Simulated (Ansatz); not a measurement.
## Yb in Ansatz: the effect of fixed moment

The system is Yb.

```
Yb
1.0
     3.87990    0.00000    0.00000
    -1.93995    3.36009    0.00000
     0.00000    0.00000    6.38590
Yb
2
Direct
  0.66667 0.33333 0.75000
  0.33333 0.66667 0.25000
```

This isn't the form of Yb at room conditions, which is fcc.

Alike in all runs:

```yaml
Program: Ansatz 0.2.0
Task: single point
Functional: PBE
Potentials_or_basis: Ansatz PAW
Cutoff: "420 eV (not typed: the program's choice for these potentials)"
k_mesh: 7 × 7 × 4
Occupations: fermi-dirac, width 0.05 eV
```

```tsv
fixed moment	spin	starting moments	energy over the lowest run (meV/atom)	pressure (GPa)
0	collinear spin, program default start	-	0.0	-2.2
0.5	collinear spin, ferromagnetic start	[0.25, 0.25] μB	9.5	-2.2
1	collinear spin, ferromagnetic start	[0.5, 0.5] μB	57.3	-2.2
1.5	collinear spin, ferromagnetic start	[0.75, 0.75] μB	122.9	-2.3
2	collinear spin, ferromagnetic start	[1.0, 1.0] μB	203.5	-2.2
2.5	collinear spin, ferromagnetic start	[1.25, 1.25] μB	306.7	-2.4
3	collinear spin, ferromagnetic start	[1.5, 1.5] μB	433.6	-2.6
4	collinear spin, ferromagnetic start	[2.0, 2.0] μB	?	?
```

Problem. What does the run with fixed moment 4 give?

Solution. Energy over the lowest run 834.6 meV/atom; pressure -2.9 GPa.

Worked out: A parabola through the other rows of the energy over the lowest run, of slope 359 meV/atom per unit of fixed moment there, extrapolates to 750.0 meV/atom, against the run's 834.6. The fit is too stiff a form for this range. A parabola through the other rows of the pressure, of slope -0.495 GPa per unit of fixed moment there, extrapolates to -3.0 GPa, against the run's -2.9.

Caveats: the total moment is fixed, so each spin has its own Fermi level; the thresholds are loose for stress.
